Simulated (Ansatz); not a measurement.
## A Si vacancy in zincblende SiC, 63 atoms, charge −1

Level of theory: DFT, PBEsol, PAW, plane waves (Ansatz 0.2.0).

Command:

```sh
ansatz run in.yaml --threads 7 --pin off --max-ram 13300MiB --runs-dir r --events-out ev --progress --plain
```

The input less its lattice and atoms (starting moments on atoms near the defect: 1 μB in all):

```yaml
crystal:
  symmetry: { detect: false }
kpoints:
  mp_grid: { grid: [1, 1, 1], shift: [0.25, 0.25, 0.25] }
hamiltonian:
  xc: pbesol
total_charge: -1
magnetization:
  spin_polarized: true
scf:
  occupations: { method: fermi_dirac, width: 0.01 }
relax:
  f_tol: 0.03
  max_steps: 80
  escape_saddle: false
  adjacent_minimum: "off"
output:
  forces: true
  eigenvalues: true
  populations: true
  charged_corrections: { epsilon: 9.7 }
```

Start:

```
Si C
1.0
     8.71371    0.00000    0.00000
     0.00000    8.71371    0.00000
     0.00000    0.00000    8.71371
Si C
31 32
Direct
  0.99830 0.00295 0.00154
  0.00044 0.99844 0.50520
  0.99769 0.50101 0.99917
  0.00341 0.50069 0.50049
  0.50370 0.00152 0.00462
  0.49963 0.99681 0.49786
  0.50225 0.49642 0.99750
  0.25074 0.25159 0.00003
  0.24752 0.24840 0.50216
  0.25241 0.74927 0.00094
  0.24886 0.75155 0.49640
  0.75258 0.25004 0.99790
  0.75195 0.25050 0.49795
  0.74961 0.74955 0.99646
  0.75402 0.75089 0.49930
  0.25055 0.99520 0.25659
  0.24984 0.00093 0.74666
  0.25173 0.50209 0.24709
  0.24790 0.49732 0.74736
  0.74985 0.99851 0.25473
  0.74838 0.00337 0.74811
  0.75008 0.49905 0.25214
  0.74891 0.50385 0.75378
  0.00271 0.25350 0.25146
  0.00113 0.25196 0.75009
  0.99716 0.75094 0.25445
  0.00002 0.74893 0.74723
  0.49849 0.25153 0.24555
  0.49839 0.25210 0.75044
  0.49976 0.74753 0.24715
  0.50228 0.74855 0.74732
  0.12468 0.12316 0.12354
  0.12523 0.12629 0.62563
  0.12385 0.62495 0.12598
  0.12394 0.62389 0.62793
  0.62470 0.12888 0.12380
  0.62551 0.12337 0.62746
  0.62762 0.62572 0.13008
  0.62348 0.62188 0.62298
  0.37625 0.37840 0.12413
  0.37398 0.37263 0.62225
  0.37725 0.87189 0.12746
  0.37486 0.87385 0.62447
  0.87245 0.37235 0.12633
  0.87556 0.37436 0.62564
  0.87222 0.87557 0.12748
  0.87559 0.87237 0.62456
  0.37132 0.12188 0.37780
  0.37141 0.12546 0.87835
  0.37397 0.62260 0.37913
  0.37892 0.62710 0.87624
  0.87616 0.12526 0.37698
  0.87433 0.12158 0.87610
  0.87751 0.62504 0.37417
  0.87488 0.62784 0.87857
  0.12608 0.37397 0.37510
  0.12760 0.37495 0.87240
  0.12688 0.87687 0.37598
  0.12388 0.87500 0.87561
  0.62386 0.37585 0.37479
  0.62391 0.37613 0.88038
  0.63137 0.87148 0.37284
  0.62379 0.87432 0.87355
```

Steps:

| step | energy less the first (eV) | largest force component (eV/Å) |
| --- | --- | --- |
| start | 0.000 | 1.780 |
| 1 | -1.202 | 1.190 |
| 2 | -1.638 | 0.140 |
| 3 | -1.644 | 0.019 |

A structure on the way, about -1.20 eV from the start:

```xyz
63
Lattice="8.7137 0.0000 0.0000 0.0000 8.7137 0.0000 0.0000 0.0000 8.7137" Properties=species:S:1:pos:R:3 pbc="T T T"
Si    0.0023    0.0176    0.0041
Si    0.0022    8.7055    4.3753
Si    8.7037    4.3726    8.7122
Si    0.0126    4.3588    4.3582
Si    4.3695    8.7110    0.0144
Si    4.3508    0.0004    4.3624
Si    4.3593    4.3263    8.7034
Si    2.1807    2.1746    8.7050
Si    2.1758    2.1677    4.3562
Si    2.1887    6.5335    0.0067
Si    2.1814    6.5407    4.3563
Si    6.5391    2.1720    0.0100
Si    6.5476    2.1798    4.3674
Si    6.5431    6.5320    8.6972
Si    6.5475    6.5488    4.3335
Si    2.1759    8.6899    2.2090
Si    2.1781    0.0120    6.5301
Si    2.1913    4.3488    2.1760
Si    2.1585    4.3583    6.5260
Si    6.5397    8.7028    2.1932
Si    6.5336    0.0061    6.5382
Si    6.5329    4.3749    2.1822
Si    6.5241    4.3552    6.5409
Si    0.0002    2.1900    2.1890
Si    0.0163    2.1803    6.5346
Si    8.7109    6.5305    2.1852
Si    8.7063    6.5306    6.5279
Si    4.3523    2.1872    2.1622
Si    4.3698    2.1914    6.5303
Si    4.3796    6.5278    2.1598
Si    4.3364    6.5293    6.5361
C     1.0817    1.0863    1.0833
C     1.0967    1.0887    5.4408
C     1.1010    5.4323    1.0946
C     1.0659    5.4458    5.4655
C     5.4264    1.0904    1.0847
C     5.4690    1.0687    5.4764
C     5.4588    5.4531    1.0953
C     5.4883    5.5045    5.4965
C     3.2649    3.2665    1.0853
C     3.2101    3.2110    5.4955
C     3.2802    7.6071    1.1074
C     3.2602    7.6380    5.4544
C     7.6152    3.2624    1.0935
C     7.6449    3.2537    5.4577
C     7.6274    7.6319    1.0965
C     7.6313    7.6083    5.4344
C     3.2521    1.0644    3.2700
C     3.2632    1.0978    7.6363
C     3.2241    5.4953    3.2323
C     3.2747    5.4509    7.6494
C     7.6196    1.0869    3.2834
C     7.6213    1.0783    7.6401
C     7.6501    5.4574    3.2581
C     7.6128    5.4468    7.6372
C     1.0789    3.2488    3.2688
C     1.0958    3.2707    7.6170
C     1.1043    7.6256    3.2731
C     1.0850    7.6231    7.6254
C     5.5091    3.2220    3.2188
C     5.4464    3.2698    7.6652
C     5.4734    7.6408    3.2612
C     5.4417    7.6094    7.6214
```

End:

```
Si C
1.0
     8.71371    0.00000    0.00000
     0.00000    8.71371    0.00000
     0.00000    0.00000    8.71371
Si C
31 32
Direct
  0.00012 0.99972 0.00030
  0.99986 0.99951 0.50063
  0.99988 0.50004 0.00008
  0.00030 0.49967 0.50030
  0.50046 0.99950 0.00001
  0.50007 0.99994 0.50028
  0.50006 0.49968 0.00054
  0.25033 0.24993 0.00006
  0.25118 0.25083 0.50049
  0.24982 0.74955 0.00082
  0.25146 0.74841 0.50091
  0.74994 0.24947 0.00081
  0.74879 0.25108 0.50091
  0.74989 0.74952 0.99958
  0.74938 0.74900 0.49900
  0.25031 0.99950 0.25049
  0.24984 0.00026 0.75013
  0.25116 0.49993 0.25140
  0.25150 0.50030 0.74902
  0.74994 0.00026 0.25000
  0.74990 0.99899 0.75011
  0.74877 0.50032 0.25170
  0.74941 0.49838 0.74958
  0.99983 0.24998 0.25050
  0.00063 0.24948 0.75013
  0.00062 0.74952 0.25001
  0.99940 0.74955 0.75013
  0.50031 0.25078 0.25136
  0.50068 0.25113 0.74898
  0.50064 0.74844 0.25170
  0.49878 0.74895 0.74957
  0.12532 0.12496 0.12550
  0.12445 0.12411 0.62506
  0.12444 0.62450 0.12465
  0.12496 0.62535 0.62593
  0.62490 0.12408 0.12460
  0.62570 0.12461 0.62591
  0.62571 0.62536 0.12516
  0.63636 0.63593 0.63652
  0.37512 0.37476 0.12527
  0.36583 0.36548 0.63535
  0.37537 0.87562 0.12473
  0.37486 0.87560 0.62585
  0.87594 0.37504 0.12476
  0.87597 0.37447 0.62584
  0.87525 0.87485 0.12517
  0.87542 0.87506 0.62515
  0.37514 0.12474 0.37530
  0.37542 0.12422 0.87610
  0.36579 0.63482 0.36601
  0.37483 0.62525 0.87618
  0.87596 0.12423 0.37555
  0.87526 0.12461 0.87540
  0.87597 0.62524 0.37506
  0.87545 0.62457 0.87561
  0.12505 0.37479 0.37530
  0.12460 0.37502 0.87616
  0.12457 0.87559 0.37560
  0.12502 0.87487 0.87543
  0.63522 0.36537 0.36595
  0.62564 0.37449 0.87615
  0.62561 0.87563 0.37502
  0.62496 0.87503 0.87560
```

The run converged.

Time: 34 s of wall time on 7 threads of a Neoverse-V2 processor, on a host shared with other runs; peak host memory 1.7 GiB.

**Question.** How much energy did the relaxation gain, and which atom moved most?

**Answer.** 1.64 eV in 3 steps, from a start with small random displacements; atom 39 (C) moved 0.20 Å, the median atom 0.04 Å (drift of the whole cell removed).

The moment started at 1 μB and ended at 3.0 μB; no other spin state is shown. The one k point has no symmetry partners, which can distort the end along one axis.
